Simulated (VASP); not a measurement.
Here is a VASP 6.6.1 calculation.

The input INCAR:

```
  ALGO = Fast
  EDIFF = 1E-6
  ENCUT = 520
  GGA = CA
  ISIF = 2
  ISMEAR = 0
  LASPH = T
  LCHARG = F
  LREAL = F
  LWAVE = F
  NBANDS = 26
  NELM = 100
  PREC = Accurate
  SIGMA = 0.03
```

The input KPOINTS:

```
k-points
0
Gamma
  12 12 6
```

Contents of POSCAR:

```
SiGe
1.0
    3.9044512986      0.0000000000      0.0000000000
   -1.9522256493      3.3813540124      0.0000000000
    0.0000000000      0.0000000000      6.4507830000
Si Ge
2 2
Direct
    0.6666666667      0.3333333333      0.7970970295
    0.3333333333      0.6666666667      0.2970970295
    0.6666666667      0.3333333333      0.5003920000
    0.3333333333      0.6666666667      0.0003920000
```

Potentials or basis: VASP PAW LDA potentials, release 64 (Si, Ge_d).

Run with:

```bash
$ cat potpaw_LDA.64/Si/POTCAR potpaw_LDA.64/Ge_d/POTCAR > POTCAR
$ mpirun -np 1 vasp_std > vasp.out
```

(1) Estimate the band gap on the k mesh.

(2) Estimate the largest force.

## Answers

(1) none (metal or under the smearing width).

(2) 10.906 eV/Å.

Caveat: forces of over 1 eV/Å show positions far from the minimum, so gaps and moduli don't describe the material at rest.
